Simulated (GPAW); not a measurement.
# BN (P6_3/mmc) in GPAW: further runs

One crystal, BN, is run at these levels: LDA, PBE, rSCAN; tasks: band structure.

All numbers are computed with GPAW 26.7.0; they aren't measurements. Logs are shortened: lines on timing, memory, paths and dates and some standing lists are left out, and cuts for length are marked. The log counts tension as positive stress, the text compression.

## (1) Starting point

The structure is hexagonal, space group P6_3/mmc (No. 194). Conventional cell: a = 2.498 Å, b = 2.498 Å, c = 6.636 Å, α = 90.00°, β = 90.00°, γ = 120.00°. N (site symmetry -6m2) has 3 B at 1.44 Å as nearest neighbours. Around B (site symmetry -6m2) lie 3 N at 1.44 Å.

## (2) Band structure, LDA

run.py

```python
from ase import Atoms
from ase.dft.bandgap import bandgap
from ase.io import write
from ase.units import GPa
from gpaw import GPAW, PW

atoms = Atoms(['N', 'N', 'B', 'B'],
              cell=[[2.49824, 0.0, 0.0],
                    [-1.24912, 2.1635393048, 0.0],
                    [0.0, 0.0, 6.6357]],
              scaled_positions=[[0.6666666667, 0.3333333333, 0.25],
                                [0.3333333333, 0.6666666667, 0.75],
                                [0.6666666667, 0.3333333333, 0.75],
                                [0.3333333333, 0.6666666667, 0.25]],
              pbc=True)

calc = GPAW(mode=PW(1600),
            xc='LDA',
            kpts={'size': (9, 9, 3), 'gamma': True},
            occupations={'name': 'fermi-dirac', 'width': 0.05},
            setups='hgh',
            nbands=-10,
            convergence={'density': 1e-05, 'energy': 1e-05},
            maxiter=150,
            txt='gpaw.txt')
atoms.calc = calc
energy = atoms.get_potential_energy()
forces = atoms.get_forces()
stress = atoms.get_stress()
calc.write('gs.gpw')
write('result.traj', atoms)
print(f'Energy: {energy:.6f} eV')
print('Forces (eV/A):')
print(forces.round(4))
print('Stress (GPa):', (stress / GPa).round(3))
print('Fermi level:', round(calc.get_fermi_level(), 4), 'eV')
print(f'Gap: {bandgap(calc)[0]:.4f} eV, direct: {bandgap(calc, direct=True)[0]:.4f} eV')

path = atoms.cell.bandpath('GMKGALHA,LM,KH', npoints=80, eps=1e-4)
bs_calc = calc.fixed_density(kpts=path, symmetry='off', nbands=-19,
                             convergence={'bands': 'CBM+6.0', 'eigenstates': 1e-6}, txt='bands.txt')
bs = bs_calc.band_structure()
bs.write('bs.json')
print(f'Gap on the path: {bandgap(bs_calc)[0]:.4f} eV')
```

Potentials or basis: HGH pseudopotentials, pw.

Command:

```console
OMP_NUM_THREADS=1 python run.py
```

gpaw.txt:

```text
__  _  _
 | _ |_)|_||  |
 |__||  | ||/\| - 26.7.0

Input parameters:
  mode=PW(ecut=1600.0),
  convergence={'density': 1e-05, 'energy': 1e-05},
  kpts=MonkhorstPack(size=(9, 9, 3), gamma=True),
  maxiter=150,
  nbands=-10,
  occupations=Occupations(name='fermi-dirac', width=0.05),
  setups={'default': 'hgh'},
  xc=XC(name='LDA')

Diagonalizing LCAO Hamiltonian
Converting LCAO to pw mode

        N B

        B N

Atoms  # Å, Bohr magnetons
|   | symbol |         x |        y |        z |    initial magnetic moments |
|---|--------|-----------|----------|----------|-----------------------------|
| 0 |      N |  1.249120 | 0.721180 | 1.658925 | ( 0.0000,  0.0000,  0.0000) |
| 1 |      N | -0.000000 | 1.442360 | 4.976775 | ( 0.0000,  0.0000,  0.0000) |
| 2 |      B |  1.249120 | 0.721180 | 4.976775 | ( 0.0000,  0.0000,  0.0000) |
| 3 |      B | -0.000000 | 1.442360 | 1.658925 | ( 0.0000,  0.0000,  0.0000) |

Unit cell  # Å
| periodic |         x |        y |        z |  lengths |     angles |
|----------|-----------|----------|----------|----------|------------|
|      yes |  2.498240 | 0.000000 | 0.000000 | 2.498240 |  90.000000 |
|      yes | -1.249120 | 2.163539 | 0.000000 | 2.498240 |  90.000000 |
|      yes |  0.000000 | 0.000000 | 6.635700 | 6.635700 | 120.000000 |

Number of symmetries: 12
Symmetry operations  # r_c * U_cc + t_c -> r_c
|    | kind |            matrix            |
|----|------|------------------------------|
|  0 |  σ   |  1, 1, 0,  0,-1, 0,  0, 0, 1 |
|  1 |  S6  |  1, 1, 0, -1, 0, 0,  0, 0,-1 |
|  2 |  E   |  1, 0, 0,  0, 1, 0,  0, 0, 1 |
|  3 |  C2  |  1, 0, 0, -1,-1, 0,  0, 0,-1 |
|  4 |  C2  |  0, 1, 0,  1, 0, 0,  0, 0,-1 |
|  5 |  C3  |  0, 1, 0, -1,-1, 0,  0, 0, 1 |
|  6 |  S6  |  0,-1, 0,  1, 1, 0,  0, 0,-1 |
|  7 |  σ   |  0,-1, 0, -1, 0, 0,  0, 0, 1 |
|  8 |  σ   | -1, 0, 0,  1, 1, 0,  0, 0, 1 |
|  9 |  i   | -1, 0, 0,  0,-1, 0,  0, 0,-1 |
| 10 |  C3  | -1,-1, 0,  1, 0, 0,  0, 0, 1 |
| 11 |  C2  | -1,-1, 0,  0, 1, 0,  0, 0,-1 |

BZ-sampling:
  Number of BZ points: 243
  Number of IBZ points: 31

  Monkhorst-Pack size: [9, 9, 3]
  Monkhorst-Pack shift: [0, 0, 0]

K-points  # in reciprocal-cell coordinates
|     |                                coordinates |     weight |
|-----|--------------------------------------------|------------|
|   0 | (  0.00000000,   0.00000000,   0.00000000) | 0.00411523 |
|   1 | (  0.00000000,   0.00000000,   0.33333333) | 0.00823045 |
|   2 | (  0.11111111,   0.00000000,  -0.33333333) | 0.02469136 |
|   3 | (  0.11111111,   0.00000000,   0.00000000) | 0.02469136 |
|   4 | (  0.11111111,   0.00000000,   0.33333333) | 0.02469136 |
|   5 | (  0.22222222,  -0.11111111,   0.00000000) | 0.02469136 |
|   6 | (  0.22222222,  -0.11111111,   0.33333333) | 0.04938272 |
|   7 | (  0.22222222,   0.00000000,  -0.33333333) | 0.02469136 |
|   8 | (  0.22222222,   0.00000000,   0.00000000) | 0.02469136 |
|   9 | (  0.22222222,   0.00000000,   0.33333333) | 0.02469136 |
| ... |                                            |            |
|  30 | (  0.44444444,   0.44444444,   0.33333333) | 0.04938272 |

Plane wave coefficients: 5246
Cutoff: 1600.0 eV

Spin-components: 1 (collinear spins)
Bands:           18
Projectors:      8
Spin-degeneracy: 2
Datatype:        complex128

Parallelization:
  kpt:    1
  domain: 1
  band:   1

Density:
  Valence electrons: 16.0
  Components: 1
  Grid points: [24 24 63]
  Charge: 0.0  # |e|

Potential:
  Grid points: [24 24 63]

species:
  HGH setup for N
      Valence Z=5, rloc=0.28918
      Local part coeffs: -12.23482, 1.76641
      Projectors:
          l=0, rc=0.25661
          l=1, rc=0.27013
      Diagonal coefficients of nonlocal parts:
          l=0: 13.55224
          l=1:  0.00000

    LCAO basis set for N:
      Name: atompaw.sz
      This basis set was not loaded from a file
      Number of radial functions: 2
      Number of spherical harmonics: 4
        l=0, rc=8.9500 Bohr: 1s e=-0.676 f=2.000
        l=1, rc=8.9500 Bohr: 1p e=-0.266 f=3.000
      Number of RI-basis functions 0

  HGH setup for B
      Valence Z=3, rloc=0.43393
      Local part coeffs: -5.57864, 0.80425
      Projectors:
          l=0, rc=0.37384
          l=1, rc=0.36039
      Diagonal coefficients of nonlocal parts:
          l=0:  6.23393
          l=1:  0.00000

    LCAO basis set for B:
      Name: atompaw.sz
      This basis set was not loaded from a file
      Number of radial functions: 2
      Number of spherical harmonics: 4
        l=0, rc=8.9500 Bohr: 1s e=-0.344 f=2.000
        l=1, rc=8.9500 Bohr: 1p e=-0.135 f=1.000
      Number of RI-basis functions 0

Reference energy: 0.000000  # eV

eigensolver:
  PPCG
  Converge bands: occupied
  niter=2

density mixing:
  MSR1-Mixer
  Pratt-step length: 0.05
  Maximum mixing coefficient: 0.75
  Old densities: 10
  SVD Regularization: 0.005
  Good broyden scale: 1.0
  Trust region scale: 1.0
  Backstep threshold: 4.0
  History deletion threshold: 6.0
  Fourier metric: weight=20.0, sigma=0.015

occupation numbers:
  Fermi-Dirac:
    width: 0.0500  # eV

poisson solver:
  ecut: 12800.0  # eV

xc functional:
  name: None

convergence criteria:
- Maximum integral of absolute [dens]ity change: 1e-05 electrons / valence electron
- Maximum [total energy] change in last 3 cyles: 1e-05 eV / valence electron
- Maximum integral of absolute [eigenst]ate change: 4e-08 eV^2 / valence electron
maximum number of iterations: 150

SCF iterations
|iter     | |      energy | eigst |  dens |
|---------|-|-------------|-------|-------|
|iter:   1| | -705.945002 | +0.80 |       |
|iter:   2| | -705.309054 | -0.88 | -0.64 |
|iter:   3| | -702.532306 | -0.38 | -0.68 |
|iter:   4| | -702.446073 | -1.87 | -1.32 |
|iter:   5| | -702.436107 | -2.91 | -1.71 |
|iter:   6| | -702.435724 | -4.32 | -2.32 |
|iter:   7| | -702.435723 | -5.87 | -3.42 |
|iter:   8| | -702.435723c| -7.60c| -4.13 |
|iter:   9| | -702.435723c| -7.65c| -4.64 |
|iter:  10| | -702.435723c| -8.50c| -5.53c|

Converged in 10 steps
Energy contributions relative to reference atoms: (reference = 0.000000)

Energy contributions:
  Kinetic:         595.533668
  Coulomb:       -1015.252595
  Zero:            -84.156124
  External:          0.000000
  Xc:             -198.560673
  Entropy:          -0.000000
  Spinorbit:         0.000000
  ----------------------------
  Free energy:    -702.435723
  Extrapolated:   -702.435723

dipole moment: (0.000000, 0.000000, 0.000000)  # |e|*Ang

Fermi level: 4.097
Eigenvalues  # (at kpt = [0.000, 0.000, 0.000])
| band index |      eig [eV] | occ [0-2] |
|------------|---------------|-----------|
|          0 |       -14.557 |     2.000 |
|          1 |       -14.241 |     2.000 |
|          2 |        -3.246 |     2.000 |
|          3 |        -1.033 |     2.000 |
|          4 |         1.757 |     2.000 |
|          5 |         1.757 |     2.000 |
[... 8 lines left out ...]
|         14 |        15.521 |     0.000 |
|         15 |        16.060 |     0.000 |
|        ... |               |           |
|         17 |        19.515 |     0.000 |

Gap: 4.256 eV
Transition (v -> c):
  (s=0, k=17, n=7, [0.33, 0.33, 0.33]) -> (s=0, k=29, n=8, [0.44, 0.44, 0.00])
Direct/indirect transitions are different
Direct gap: 4.538 eV
Transition at: (s=0, k=29, n=7, [0.44, 0.44, 0.00])

Forces  # eV/Ang
|       x |        y |        z |
|---------|----------|----------|
| 0.00000 |  0.00000 |  0.00056 |  # N    0
| 0.00000 |  0.00000 | -0.00056 |  # N    1
| 0.00000 | -0.00000 | -0.00008 |  # B    2
| 0.00000 |  0.00000 |  0.00008 |  # B    3

Stress tensor  # eV/Ang^3
|        x |        y |        z |
|----------|----------|----------|
| 0.069057 | 0.000000 | 0.000000 |
| 0.000000 | 0.069057 | 0.000000 |
| 0.000000 | 0.000000 | 0.043270 |

# Writing to gs.gpw (mode='')
```

bands.txt:

```text
Diagonalizing LCAO Hamiltonian
Converting LCAO to pw mode
convergence criteria:
- Maximum integral of absolute [eigenst]ate change: 1e-06 eV^2 / valence electron
maximum number of iterations: 150

SCF iterations
|iter     | |      energy | eigst |  dens |
[... 86 lines left out ...]
         [0.5       , 0.        , 0.5       ],
         [0.5       , 0.        , 0.33333333],
         [0.5       , 0.        , 0.16666667],
         [0.5       , 0.        , 0.        ],
         [0.33333333, 0.33333333, 0.        ],
         [0.33333333, 0.33333333, 0.125     ],
         [0.33333333, 0.33333333, 0.25      ],
         [0.33333333, 0.33333333, 0.375     ],
         [0.33333333, 0.33333333, 0.5       ]])),
  maxiter=150,
  nbands=-19,
  occupations=Occupations(name='fermi-dirac', width=0.05),
  setups={'default': 'hgh'},
  symmetry=Symmetry(point_group=False, time_reversal=False),
  xc=XC(name='LDA')
```

Wall time 2.2 min (1 thread of Arm Neoverse V1, shared host); peak memory 0.55 GiB.

What came out:

```
Free energy             : -702.4357 eV
Pressure                : -9.7 GPa
Band gap on the k mesh  : 4.26 eV, indirect (least direct gap 4.54 eV)
Band gap along the path : 4.06 eV, indirect (least direct gap 4.53 eV)
```

Stress tensor (GPa, compression positive):
```
-11.06   0.00   0.00
  0.00 -11.06   0.00
  0.00   0.00  -6.93
```

Levels at the corners of the path, in eV from the valence-band top:
| point | band 5 | band 6 | band 7 | band 8 | band 9 | band 10 | band 11 | band 12 |
| --- | --- | --- | --- | --- | --- | --- | --- | --- |
| Γ | -1.40 | -1.40 | -1.36 | -1.36 | 4.91 | 10.03 | 11.41 | 11.41 |
| M | -4.24 | -4.18 | -1.53 | -0.48 | 4.06 | 5.51 | 9.49 | 9.95 |
| K | -7.13 | -7.13 | -0.13 | -0.13 | 4.71 | 4.71 | 10.37 | 13.02 |
| Γ | -1.40 | -1.40 | -1.36 | -1.36 | 4.91 | 10.03 | 11.41 | 11.41 |
| A | -1.38 | -1.38 | -1.38 | -1.38 | 7.33 | 7.33 | 11.48 | 11.48 |
| L | -4.21 | -4.21 | -0.98 | -0.98 | 4.55 | 4.55 | 9.92 | 9.92 |
| H | -7.13 | -7.13 | -0.04 | -0.04 | 4.48 | 4.48 | 11.60 | 11.60 |
| A | -1.38 | -1.38 | -1.38 | -1.38 | 7.33 | 7.33 | 11.48 | 11.48 |
| L | -4.21 | -4.21 | -0.98 | -0.98 | 4.55 | 4.55 | 9.92 | 9.92 |
| M | -4.24 | -4.18 | -1.53 | -0.48 | 4.06 | 5.51 | 9.49 | 9.95 |
| K | -7.13 | -7.13 | -0.13 | -0.13 | 4.71 | 4.71 | 10.37 | 13.02 |
| H | -7.13 | -7.13 | -0.04 | -0.04 | 4.48 | 4.48 | 11.60 | 11.60 |

Caveat: the mesh misses the band edges, which the band path finds closer together; HGH potentials are hard and often keep d shells in the core, so these values are rough. LDA gaps usually lie below the measured ones, often by a third to a half.

## (3) Band structure, PBE

run.py

```python
from ase.dft.bandgap import bandgap
from ase.io import read, write
from ase.units import GPa
from gpaw import GPAW, PW, setup_paths

setup_paths.insert(0, '.')

atoms = read('POSCAR')

calc = GPAW(mode=PW(800),
            xc='PBE',
            kpts={'size': (9, 9, 3), 'gamma': True},
            occupations={'name': 'fermi-dirac', 'width': 0.05},
            nbands=18,
            convergence={'density': 1e-05, 'energy': 1e-05},
            maxiter=150,
            txt='gpaw.txt')
atoms.calc = calc
energy = atoms.get_potential_energy()
forces = atoms.get_forces()
stress = atoms.get_stress()
calc.write('gs.gpw')
write('result.traj', atoms)
print(f'Energy: {energy:.6f} eV')
print('Forces (eV/A):')
print(forces.round(4))
print('Stress (GPa):', (stress / GPa).round(3))
print('Fermi level:', round(calc.get_fermi_level(), 4), 'eV')
print(f'Gap: {bandgap(calc)[0]:.4f} eV, direct: {bandgap(calc, direct=True)[0]:.4f} eV')

path = atoms.cell.bandpath('GMKGALHA,LM,KH', npoints=80, eps=1e-4)
bs_calc = calc.fixed_density(kpts=path, symmetry='off', nbands=28,
                             convergence={'bands': 'CBM+6.0', 'eigenstates': 1e-6}, txt='bands.txt')
bs = bs_calc.band_structure()
bs.write('bs.json')
print(f'Gap on the path: {bandgap(bs_calc)[0]:.4f} eV')
```

POSCAR

```
BN
1.0
    2.4982400000      0.0000000000      0.0000000000
   -1.2491200000      2.1635393048      0.0000000000
    0.0000000000      0.0000000000      6.6357000000
N B
2 2
Direct
    0.6666666667      0.3333333333      0.2500000000
    0.3333333333      0.6666666667      0.7500000000
    0.6666666667      0.3333333333      0.7500000000
    0.3333333333      0.6666666667      0.2500000000
```

Potentials or basis: PAW data sets generated in the run's folder for this functional, pw.

Command:

```console
gpaw-setup -f PBE B N
OMP_NUM_THREADS=1 python run.py
```

It took 61 s on 1 thread of Arm Neoverse V1, shared host; peak memory 0.29 GiB.

The run converged. Its results:

```
Free energy             : -35.2445 eV
Pressure                : 4.3 GPa
Band gap on the k mesh  : 4.43 eV, indirect (least direct gap 4.71 eV)
Band gap along the path : 4.25 eV, indirect (least direct gap 4.66 eV)
```

Stress tensor (GPa, compression positive):
```
5.46 0.00 0.00
0.00 5.46 0.00
0.00 0.00 2.07
```

Levels at the corners of the path, in eV from the valence-band top:
| point | band 5 | band 6 | band 7 | band 8 | band 9 | band 10 | band 11 | band 12 |
| --- | --- | --- | --- | --- | --- | --- | --- | --- |
| Γ | -1.37 | -1.37 | -1.33 | -1.33 | 5.24 | 10.31 | 11.58 | 11.58 |
| M | -4.20 | -4.13 | -1.49 | -0.48 | 4.25 | 5.62 | 9.57 | 10.00 |
| K | -7.19 | -7.19 | -0.12 | -0.12 | 4.84 | 4.84 | 10.77 | 13.25 |
| Γ | -1.37 | -1.37 | -1.33 | -1.33 | 5.24 | 10.31 | 11.58 | 11.58 |
| A | -1.35 | -1.35 | -1.35 | -1.35 | 7.61 | 7.61 | 11.64 | 11.64 |
| L | -4.17 | -4.17 | -0.97 | -0.97 | 4.71 | 4.71 | 9.96 | 9.96 |
| H | -7.20 | -7.20 | -0.04 | -0.04 | 4.62 | 4.62 | 12.00 | 12.00 |
| A | -1.35 | -1.35 | -1.35 | -1.35 | 7.61 | 7.61 | 11.64 | 11.64 |
| L | -4.17 | -4.17 | -0.97 | -0.97 | 4.71 | 4.71 | 9.96 | 9.96 |
| M | -4.20 | -4.13 | -1.49 | -0.48 | 4.25 | 5.62 | 9.57 | 10.00 |
| K | -7.19 | -7.19 | -0.12 | -0.12 | 4.84 | 4.84 | 10.77 | 13.25 |
| H | -7.20 | -7.20 | -0.04 | -0.04 | 4.62 | 4.62 | 12.00 | 12.00 |

Caveat: the mesh misses the band edges, which the band path finds closer together; this functional lacks dispersion, which binds the layers, so the pressure and a relaxed spacing across them are unreliable.

(Part 1 of 2 ends here.)
